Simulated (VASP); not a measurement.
# CdTe (zincblende): a LDA relaxation of cell and atoms in VASP

INCAR

```
ENCUT = 600
LASPH = .TRUE.
LREAL = .FALSE.
PREC = Accurate
GGA = CA
IBRION = 2
NSW = 40
ISMEAR = -1
NBANDS = 16
EDIFF = 1E-7
LWAVE = .FALSE.
ISIF = 3
NELM = 120
SIGMA = 0.02
EDIFFG = -5E-3
LCHARG = .FALSE.
```

KPOINTS

```
KPOINTS created by Atomic Simulation Environment
0
Gamma
6 6 6
0 0 0
```

POSCAR

```
Cd Te
 1.0000000000000000
    -0.0000000000000000    3.3103965095839678    3.3103965095839678
     3.3103965095839678    0.0000000000000000    3.3103965095839678
     3.3103965095839678    3.3103965095839678    0.0000000000000000
 Cd  Te
   1   1
Cartesian
  0.0000000000000000  0.0000000000000000  0.0000000000000000
  1.6551982547919839  1.6551982547919839  1.6551982547919839
```

VASP ran with the recommended LDA PAW datasets (18 valence electrons in the cell).

From OUTCAR

```
k-points           NKPTS =     16   k-points in BZ     NKDIM =     16   number of bands    NBANDS=     16

   NELECT =      18.0000    total number of electrons

   dimension x,y,z NGX =    40 NGY =   40 NGZ =   40
   dimension x,y,z NGXF=    80 NGYF=   80 NGZF=   80

  energy-cutoff  :      600.00
  volume of cell :       66.16
      direct lattice vectors                 reciprocal lattice vectors
    -0.000000000  3.210189084  3.210189084    -0.155754065  0.155754065  0.155754065
     3.210189084  0.000000000  3.210189084     0.155754065 -0.155754065  0.155754065
     3.210189084  3.210189084 -0.000000000     0.155754065  0.155754065 -0.155754065

 k-points in reciprocal lattice and weights: KPOINTS created by Atomic Simulation Env
   0.00000000  0.00000000  0.00000000       0.005
   0.16666667  0.00000000  0.00000000       0.037
   0.33333333  0.00000000  0.00000000       0.037
   0.50000000  0.00000000  0.00000000       0.019
   0.16666667  0.16666667  0.00000000       0.028
   0.33333333  0.16666667  0.00000000       0.111
   0.50000000  0.16666667  0.00000000       0.111
  -0.33333333  0.16666667  0.00000000       0.111
   ...

 E-fermi :   2.7522

 k-point     1 :       0.0000    0.0000    0.0000
  band No.  band energies     occupation
      1      -8.9822      2.00000
      2      -5.9758      2.00000
      3      -5.9758      2.00000
      4      -5.9758      2.00000
      5      -5.6906      2.00000
      6      -5.6906      2.00000
      7       2.4232      2.00000
      8       2.4232      2.00000
      9       2.4232      2.00000
     10       3.0589      0.00000
     11       6.9016      0.00000
     12       6.9016      0.00000
     13       6.9016      0.00000
     14       9.6767      0.00000
     15      11.8060      0.00000
     16      11.8060      0.00000

 k-point     2 :       0.1667    0.0000    0.0000
  band No.  band energies     occupation
      1      -8.8741      2.00000
      2      -5.9553      2.00000
      3      -5.9553      2.00000
      4      -5.8917      2.00000
      5      -5.6921      2.00000
      6      -5.6921      2.00000
      7       0.5806      2.00000
      8       2.1767      2.00000
      9       2.1767      2.00000
     10       4.1893      0.00000
     11       7.0275      0.00000
     12       7.2546      0.00000
     13       7.2546      0.00000
     14      10.6802      0.00000
     15      10.8393      0.00000
     16      10.8393      0.00000

 k-point     3 :       0.3333    0.0000    0.0000
  band No.  band energies     occupation
      1      -8.6571      2.00000
      2      -5.9203      2.00000
      3      -5.9203      2.00000
      4      -5.6880      2.00000
      5      -5.6880      2.00000
      6      -5.5978      2.00000
      7      -1.3444      2.00000
      8       1.7692      2.00000
      9       1.7692      2.00000
     10       4.2227      0.00000
     11       7.5440      0.00000
     12       7.5440      0.00000
     13       8.5890      0.00000
     14      10.2899      0.00000
     15      11.2582      0.00000
     16      11.2582      0.00000

 k-point     4 :       0.5000    0.0000    0.0000
  band No.  band energies     occupation
      1      -8.5505      2.00000
      2      -5.9068      2.00000
      3      -5.9068      2.00000
      4      -5.6812      2.00000
      5      -5.6812      2.00000
      6      -5.3217      2.00000
      7      -2.2417      2.00000
      8       1.5933      2.00000
      9       1.5933      2.00000
     10       4.1061      0.00000
     11       7.5041      0.00000
     12       7.5041      0.00000
     13       9.2983      0.00000
     14      10.9757      0.00000
     15      12.7039      0.00000
     16      12.7039      0.00000

 k-point     5 :       0.1667    0.1667    0.0000
  band No.  band energies     occupation
      1      -8.8385      2.00000
      2      -5.9347      2.00000
      3      -5.9347      2.00000
      4      -5.8945      2.00000
      5      -5.7002      2.00000
      6      -5.6823      2.00000
      7       0.5852      2.00000
      8       1.7691      2.00000
      9       1.7691      2.00000
     10       4.8809      0.00000
     11       5.9535      0.00000
     12       7.8940      0.00000
     13       7.8940      0.00000
     14       9.4745      0.00000
     15      11.4941      0.00000
     16      12.0435      0.00000

 k-point     6 :       0.3333    0.1667    0.0000
  band No.  band energies     occupation
      1      -8.6589      2.00000
      2      -5.9079      2.00000
      3      -5.8948      2.00000
      4      -5.7523      2.00000
      5      -5.6761      2.00000
      6      -5.6214      2.00000
      7      -0.8575      2.00000
      8       1.2114      2.00000
      9       1.3349      2.00000
     10       5.2160      0.00000
     11       6.3357      0.00000
     12       8.0133      0.00000
     13       8.4732      0.00000
     14      10.2519      0.00000
     15      12.0691      0.00000
     16      12.1660      0.00000

 k-point     7 :       0.5000    0.1667    0.0000
  band No.  band energies     occupation
      1      -8.5184      2.00000
      2      -5.8920      2.00000
      3      -5.8779      2.00000
      4      -5.7099      2.00000
      5      -5.6780      2.00000
      6      -5.2974      2.00000
      7      -2.0132      2.00000
      8       0.6550      2.00000
      9       1.2495      2.00000
     10       5.1095      0.00000
     11       6.9926      0.00000
     12       8.2803      0.00000
     13       8.9167      0.00000
     14      11.1266      0.00000
     15      12.3551      0.00000
     16      12.7989      0.00000

 k-point     8 :      -0.3333    0.1667    0.0000
  band No.  band energies     occupation
      1      -8.5529      2.00000
      2      -5.8931      2.00000
      3      -5.8931      2.00000
      4      -5.6952      2.00000
      5      -5.6946      2.00000
      6      -5.3906      2.00000
      7      -1.7297      2.00000
      8       0.5102      2.00000
      9       1.5671      2.00000
     10       5.1745      0.00000
     11       7.2303      0.00000
     12       7.9660      0.00000
     13       8.6998      0.00000
     14      10.8448      0.00000
     15      11.4813      0.00000
     16      12.7076      0.00000

 k-point     9 :      -0.1667    0.1667    0.0000
  band No.  band energies     occupation
      1      -8.7300      2.00000
      2      -5.9318      2.00000
      3      -5.9168      2.00000
      4      -5.7579      2.00000
      5      -5.7018      2.00000
      6      -5.6678      2.00000
      7      -0.4322      2.00000
      8       1.0718      2.00000
      9       2.0488      2.00000
     10       5.0312      0.00000
     11       6.9985      0.00000
     12       7.4883      0.00000
     13       7.8028      0.00000
     14      10.0724      0.00000
     15      11.3197      0.00000
     16      12.0871      0.00000

 k-point    10 :       0.3333    0.3333    0.0000
  band No.  band energies     occupation
      1      -8.5543      2.00000
      2      -5.8449      2.00000
      3      -5.8449      2.00000
      4      -5.7973      2.00000
      5      -5.6658      2.00000
      6      -5.5013      2.00000
      7      -1.2142      2.00000
      8       0.8206      2.00000
      9       0.8206      2.00000
     10       4.9819      0.00000
     11       5.4399      0.00000
     12       9.7029      0.00000
     13       9.8946      0.00000
     14       9.8946      0.00000
     15      12.6993      0.00000
     16      14.3510      0.00000

 k-point    11 :       0.5000    0.3333    0.0000
  band No.  band energies     occupation
      1      -8.4525      2.00000
      2      -5.8458      2.00000
      3      -5.8215      2.00000
      4      -5.7658      2.00000
      5      -5.6671      2.00000
      6      -5.2278      2.00000
      7      -1.8796      2.00000
      8       0.1147      2.00000
      9       0.6802      2.00000
     10       5.0840      0.00000
     11       6.0175      0.00000
     12       9.3347      0.00000
     13      10.0842      0.00000
     14      11.4890      0.00000
     15      13.1046      0.00000
     16      13.9162      0.00000

 k-point    12 :      -0.3333    0.3333    0.0000
  band No.  band energies     occupation
      1      -8.4530      2.00000
      2      -5.8669      2.00000
      3      -5.8427      2.00000
      4      -5.7224      2.00000
      5      -5.6863      2.00000
      6      -5.1579      2.00000
      7      -1.9253      2.00000
      8      -0.3686      2.00000
      9       1.0086      2.00000
     10       5.3343      0.00000
     11       7.4873      0.00000
     12       9.2112      0.00000
     13       9.3465      0.00000
     14       9.8073      0.00000
     15      11.3825      0.00000
     16      14.5529      0.00000

 ...

  Total        0.0000478      0.0000478      0.0000478      0.0000000     -0.0000000     -0.0000000
  in kB        0.0011581      0.0011581      0.0011581      0.0000000     -0.0000000     -0.0000000
  external PRESSURE =       0.0011581 kB  Pullay stress =       0.0000000 kB

 POSITION                                       TOTAL-FORCE (eV/Angst)
 -----------------------------------------------------------------------------------
      0.00000      0.00000     -0.00000         0.000000     -0.000000     -0.000000
      1.60509      1.60509      1.60509        -0.000000      0.000000      0.000000
 -----------------------------------------------------------------------------------
    total drift:                                0.000000      0.000000      0.000000

  FREE ENERGIE OF THE ION-ELECTRON SYSTEM (eV)
  ---------------------------------------------------
  free  energy   TOTEN  =        -6.0457874811 eV

  energy  without entropy=       -6.0457874798  energy(sigma->0) =       -6.04578748
```

CONTCAR

```
Cd Te
   1.00000000000000
    -0.0000000000000000    3.2101890838780189    3.2101890838780189
     3.2101890838780189    0.0000000000000000    3.2101890838780189
     3.2101890838780189    3.2101890838780189   -0.0000000000000000
  Cd              Te
     1     1
Direct
     0.0000000000000000    0.0000000000000000    0.0000000000000000
     0.2500000000000000    0.2500000000000000    0.2500000000000000

  0.00000000E+00  0.00000000E+00  0.00000000E+00
  0.00000000E+00  0.00000000E+00  0.00000000E+00
```

```
relaxed cell vector lengths : 4.540, 4.540, 4.540 Å
relaxed cell volume         : 66.16 Å³
```
